**Q:** These nine runs treat the same aluminium crystal with the same functional. How far apart are their answers?

All runs treat fcc aluminium with PBE, without dispersion correction, spin polarisation or spin-orbit coupling, on an 11×11×11 k mesh with Fermi-Dirac smearing of 0.05 eV. Volume, bulk modulus and its pressure derivative (the slope) come from Birch-Murnaghan fits to static-lattice energies. The basis column gives the plane-wave cutoff, which for FLEUR is Kmax in 1/bohr.

```csv
program,potentials,basis,equilibrium volume (Å³/atom),bulk modulus (GPa),bulk modulus slope,equilibrium volume less the median of the rows (Å³/atom)
Ansatz,PseudoDojo standard,544 eV,16.464,79.70,4.480,-0.050
Ansatz,JTH PAW,570 eV,16.491,79.50,4.540,-0.023
Ansatz,SSSP efficiency PAW,408 eV,16.501,79.40,4.510,-0.013
FLEUR,all electron,3.5 Kmax,16.513,78.90,4.520,-0.001
FLEUR,all electron,5 Kmax,16.514,78.90,4.440,0.000
FLEUR,all electron,4.5 Kmax,16.514,78.90,4.440,0.000
Quantum ESPRESSO,Ansatz NC SR PBE,544 eV,16.516,78.60,4.460,0.002
FLEUR,all electron,4 Kmax,16.524,78.90,4.450,0.010
GPAW,SG15 ONCV 1.2,1100 eV,16.560,78.80,4.550,0.046
```

**A:** The equilibrium volumes span 0.096 Å³ per atom, or 0.6 % of the volume. The bulk modulus, the resistance to uniform compression, spans 1.1 GPa, or 1.4 %. The crystal and the functional are the same throughout, so these differences belong to the potentials, basis sets and numerical settings. They are not physics of aluminium.

**Q:** How can a potential change the size of a crystal?

**A:** Pseudopotential and PAW runs keep some or all of the inner shells as they are in a reference atom and smooth the valence waves near the nucleus. This leaves a small energy error, which depends on the energy and shape of the valence waves around the nucleus. Compression changes both, and the error with them. A constant error would do no harm, but one that changes with volume tilts the energy curve and moves its minimum, just as a small external pressure would. The energies of the runs show such a tilt. Measured against the all-electron run at 3.5 Kmax, the PseudoDojo energy climbs by 3.0 meV per atom from the smallest to the largest volume of the scan, and its minimum lies 0.050 Å³ below the all-electron median. The SG15 energy drops by 2.8 meV on the same scale, and its minimum lies 0.046 Å³ above. The basis and other settings may also have a part in these tilts, which the runs don't separate from that of the potential.

**Q:** Would a higher cutoff remove the shift?

**A:** Only the part that comes from an incomplete basis. The cutoff sets how fine a wave the basis can describe, and each potential needs its own value. An error built into the potential stays at any cutoff. PseudoDojo in Ansatz and the norm-conserving potential in Quantum ESPRESSO both run at 544 eV, yet their volumes differ by 0.052 Å³, and no run tests how much of this a higher cutoff would remove. The 1100 eV row is among the two farthest from the all-electron median, so cutoffs can't rank different potentials.

**Q:** FLEUR treats all the electrons. Why does its 4 Kmax row still stand apart?

**A:** Kmax limits the plane waves between the atoms, and the volumes at 3.5, 4.5 and 5 Kmax agree within 0.001 Å³. The 4 Kmax run gives 0.010 Å³ more than the median, and here too the energies show a tilt. Compared with 3.5 Kmax, its energy is 0.38 meV higher at the smallest volume of the scan and 0.22 meV lower at the largest, which pushes the minimum outwards.

More plane waves alone should lower the energy, so the rise under compression points to another setting. This run describes the waves inside the atomic spheres with angular momenta up to 7, against 9 at 3.5 Kmax. That shorter expansion is the likely cause, though it was not varied on its own: the cutoff for the density and potential changed as well.

**Q:** Does a smaller volume also mean a stiffer crystal?

**A:** It should, if the error is a pure tilt. Write the energy of a run as the all-electron energy plus $cV$, where $V$ is the volume and $c$ a constant. The bulk modulus is $B=V\,d^2E/dV^2$, and a straight line has no curvature. The curve $B(V)$ therefore stays the same, and the run merely reads it at a shifted volume:

$$\Delta B\approx -B'B\,\frac{\Delta V}{V}$$

Here $B'$, the bulk modulus slope, tells how fast the crystal stiffens under pressure; it is about 4.4 for the all-electron runs. For PseudoDojo this gives $4.4\times78.9\times0.050/16.51\approx1.1$ GPa of extra stiffness. The table has 0.8 GPa.

**Q:** Does that work for the other potentials?

**A:** Only roughly, and not for all of them. The estimate has no adjusted constant, and the output below lists it for every row. It puts the three Ansatz runs in the right order of stiffness, but spreads them over 0.8 GPa where the table has 0.3 GPa. It misses each of them by at most 0.3 GPa, which is only a rough agreement for offsets of 0.5 to 0.8 GPa. Smaller offsets are beyond it. The Quantum ESPRESSO run is 0.3 GPa softer than the all-electron median at almost the same volume, and the FLEUR run at 4 Kmax doesn't soften although its volume is larger.

SG15 is the clear failure. Its larger volume should make it softer by 1.0 GPa, but it is softer by only 0.1 GPa. Its energy curve must therefore differ in curvature as well as in tilt, and the energies show that it does. Against the all-electron run at 3.5 Kmax, the SG15 energy drops by 1.54 meV over the first half of the scan and by 1.24 meV over the second, whereas a pure tilt would give equal drops. A good volume and a good modulus are thus two separate tests of a potential.

**Q:** Which digits can I use, and would they hold for another metal?

**A:** For aluminium at this level of theory, take 16.5 Å³ per atom and 79 GPa. Even the last of these digits can change by one with the potential and settings: the SG15 volume rounds to 16.6 Å³ and the PseudoDojo modulus to 80 GPa. If you want the effect of an alloying element or a strain that changes the volume by a few hundredths of an Å³, keep the same aluminium potential and the same settings throughout.

Agreement between the rows can't reveal an error they share, such as that of the functional, the common k mesh or the neglect of atomic vibrations. Another metal needs its own comparison. Aluminium's inner shells are deep and compact, whereas in calcium the 3s and 3p shells reach further out towards the bonding region, so freezing them is a greater risk.

The analysis program printed:

```
all-electron median volume in A^3 per atom: 16.51
all-electron median bulk modulus in GPa: 78.9
spread of volume over all rows in A^3 per atom: 0.096
spread of volume in percent of the all-electron median: 0.5813
spread of the cubic lattice parameter in A: 0.007834
spread of bulk modulus in GPa: 1.1
spread of bulk modulus in percent of the all-electron median: 1.394
spread of volume among the three Ansatz rows in A^3 per atom: 0.037
volume of the QE row less PseudoDojo row, both at 544 eV, in A^3 per atom: 0.052
FLEUR volume at 5 Kmax less 3.5 Kmax in A^3 per atom: 0.001
FLEUR volume at 4 Kmax less 3.5 Kmax in A^3 per atom: 0.011
FLEUR energy at 4 Kmax less 3.5 Kmax at the smallest volume in meV per atom: 0.38
FLEUR energy at 4 Kmax less 3.5 Kmax at the largest volume in meV per atom: -0.22
offsets from the all-electron median:
               row  volume offset A^3  modulus offset GPa  modulus offset estimated from volume GPa  estimate less computed GPa
            Ansatz              -0.05                 0.8                                     1.071                      0.2707
            Ansatz             -0.023                 0.6                                    0.4903                     -0.1097
            Ansatz             -0.013                 0.5                                    0.2767                     -0.2233
             FLEUR             -0.001                   0                                   0.02124                     0.02124
             FLEUR                  0                   0                                         0                           0
             FLEUR                  0                   0                                         0                           0
  Quantum ESPRESSO              0.002                -0.3                                  -0.04246                      0.2575
             FLEUR               0.01                   0                                    -0.212                      -0.212
              GPAW              0.046                -0.1                                   -0.9695                     -0.8695
largest miss of the modulus estimate without the SG15 row in GPa: 0.2707
miss of the modulus estimate in the SG15 row in GPa: -0.8695
```
